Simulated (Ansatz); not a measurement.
**GaP at 30 GPa: from Born charge to LO–TO splitting and polaron coupling**

Theory: DFT PBE, scalar-relativistic, plane waves, PAW in Ansatz. Cutoff 420 eV, 10×10×10 k-points (Γ-centred), fixed occupations. No spin polarisation. Phonons by linear response, acoustic sum rule imposed.

The cell, relaxed at 30 GPa:
```cif
data_structure
_symmetry_space_group_name_H-M 'P 1'
_symmetry_Int_Tables_number 1
_cell_length_a 3.6020
_cell_length_b 3.6020
_cell_length_c 3.6020
_cell_angle_alpha 60.000
_cell_angle_beta 60.000
_cell_angle_gamma 60.000
_cell_volume 33.05
loop_
_atom_site_label
_atom_site_type_symbol
_atom_site_fract_x
_atom_site_fract_y
_atom_site_fract_z
_atom_site_occupancy
Ga1 Ga 0.00000 0.00000 0.00000 1
P1 P 0.75000 0.75000 0.75000 1
```

The real crystal has changed phase below this pressure. The run warned that the force constants aren't converged on this k mesh, so the frequencies and all that is formed from them are rough.

Linear response gives ν_TO = 455.0 cm⁻¹, Born charges ±1.819 e (positive on Ga) and ε∞ = 9.687. The primitive cell holds 33.046 Å³, and the masses are 69.723 and 30.974 amu.

Q: Find ν_LO and the static dielectric constant.

A: The long-wave field adds a restoring force: ω_LO² − ω_TO² = Z*²e²/(ε_vac ε∞ μV). In these units ν_LO² − ν_TO² = 4.92064×10⁷ Z*²/(μ V ε∞) cm⁻², with μ = m₁m₂/(m₁ + m₂) = 21.446 amu: 23707 cm⁻². So ν_LO = √(455.0² + 23707) = 480.3 cm⁻¹, and the run gives 480.3. Lyddane–Sachs–Teller then gives ε0 = ε∞ (ν_LO/ν_TO)² = 10.80, against 10.80 in the run (it forms both from the same three quantities, so the match checks the arithmetic only). Between ν_TO and ν_LO the dielectric function is negative and an undamped crystal reflects fully: a reststrahlen band from 20.8 to 22.0 μm.

Q: What do the Clausius–Mossotti polarisability and the Szigeti charge come to?

A: With the Lorentz local field, α = (3V/4π)(ε∞ − 1)/(ε∞ + 2) = 5.86 Å³ for the pair, and e_S = 3Z*/(ε∞ + 2) = 0.47 e. The Born charge includes the electrons' response to the dipole's own local field, and e_S takes that enhancement out. The Lorentz field assumes point-like polarisable ions, a poor picture once ε∞ is this large, since the electron clouds then overlap or are shared, so both numbers are formal here.

Q: How strongly does a slow electron couple to the LO mode?

A: For one isotropic parabolic band, Fröhlich's constant is α_F = (1/ε∞ − 1/ε0) √(m* Ry/ħω_LO), with Ry = 13.606 eV, ħω_LO = 59.6 meV and m* in free-electron masses: α_F = 0.0106 × 15.11 × √m* = 0.16 √m*. The band mass isn't part of this run; for m* = 0.1, 0.3 and 1 it gives 0.05, 0.09, 0.16. In weak coupling the polaron lies α_F ħω_LO below the band edge (5 meV at m* = 0.3) with a mass m*(1 + α_F/6); past α_F of about 5 or 6 that expansion fails. A semilocal functional's ε∞ tends to be too large, which taken alone lowers α_F.

Cost: 1 run of about 1.2 core-minutes, on Intel Xeon Processor @ 2.70GHz (shared hosts).

Zincblende GaP at this compression behaves as a weakly polar, largely covalent semiconductor. The Born charge of ±1.819 e is not a static ionic charge: much of it comes from electrons redistributing along the Ga–P bonds as the sublattices move apart. The same polarisable bonding electrons give the large ε∞, which screens the long-range field of the LO mode. Short-range bond forces therefore supply most of the LO restoring force, and the lattice adds little to the static dielectric constant.

The difference of the squared frequencies depends only on the Born charge, ε∞, the reduced mass and the volume, so it should be less sensitive to errors in the force constants than either frequency itself. The small gap between 1/ε∞ and 1/ε0 also explains the weak Fröhlich coupling, which suggests large, mobile polarons rather than self-trapping by polar coupling alone. Total electron–phonon scattering need not be weak, since deformation-potential and intervalley processes, important in a multivalley conduction band like that of GaP, lie outside the Fröhlich constant.
